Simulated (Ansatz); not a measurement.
# Pb (hcp)

Computed with Ansatz (plane waves, PAW, 420 eV cutoff): PBE with spin–orbit coupling, two-component spinors, Γ-centred 14×14×8 mesh, 0.05 eV Gaussian smearing; PAW files: Ansatz's generated set soft_2.

```
Pb
1.0
     3.56586    0.00000    0.00000
    -1.78293    3.08812    0.00000
     0.00000    0.00000    5.83336
Pb
2
Direct
  0.33333 0.66667 0.75000
  0.66667 0.33333 0.25000
```

At room temperature and ambient pressure Pb is fcc.

At this volume the pressure is -0.03 GPa.

Path: Γ–M–K–Γ–A–L–H–A | L–M | H–K, with Γ = (0.000, 0.000, 0.000), M = (0.500, 0.000, 0.000), K = (0.333, 0.333, 0.000), A = (0.000, 0.000, 0.500), L = (0.500, 0.000, 0.500), H = (0.333, 0.333, 0.500) in reciprocal vectors of the calculation's cell.

Task: Is it a metal or an insulator, and if it has a gap, where are the band edges on this path?

Result: A metal: bands cross the Fermi level.

Levels between -3 and 5 eV from the Fermi level at the path's named points:
| point | below E_F (eV) | above E_F (eV) |
| --- | --- | --- |
| Γ |  | 4.34 4.34 4.77 4.77 |
| M | -2.82 -2.82 -1.73 -1.73 -0.19 -0.19 | 1.72 1.72 2.22 2.22 |
| K | -2.64 -2.64 -1.17 -1.17 0.00 0.00 | 0.44 0.44 1.33 1.33 1.58 1.58 |
| A |  | 0.52 0.52 0.52 0.52 |
| L |  | 2.63 2.63 2.63 2.63 4.04 4.04 4.04 4.04 |
| H | -2.66 -2.66 -2.25 -2.25 -1.49 -1.49 -0.87 -0.87 | 4.45 4.45 4.88 4.88 |
